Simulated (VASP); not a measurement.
The system is Te.

```
Te
1.0
     4.45400    0.00000    0.00000
    -2.22700    3.85728    0.00000
     0.00000    0.00000    5.92400
Te
3
Cartesian
  1.6279 2.8197 0.0000
  -0.5991 1.0376 3.9493
  1.1981 0.0000 1.9747
```

Base run:

```yaml
Program: VASP 6.6.1
Functional: r2SCAN-EpsX
Potentials_or_basis: VASP PAW PBE potentials, release 64 (Te)
Cutoff: 520 eV
k_mesh: 6 × 6 × 4
Occupations: gaussian, width 0.02 eV
Spin: no spin polarisation
```

Its results: band gap on the k mesh 0.40 eV, direct; pressure 0.8 GPa; largest force 0.111 eV/Å.

**Question.** After a change of settings the same cell gave: band gap on the k mesh 1.10 eV, direct; pressure -0.8 GPa; largest force 0.426 eV/Å. Which change was it?
A. functional from r2SCAN-EpsX to PBE0
B. functional from r2SCAN-EpsX to HSE03
C. functional from r2SCAN-EpsX to HSE06

**Answer.** A.

Caveats: the PAW data sets were made with another functional, which shifts forces and pressure a little; spin-orbit coupling is left out, which moves the levels of the heavy elements.
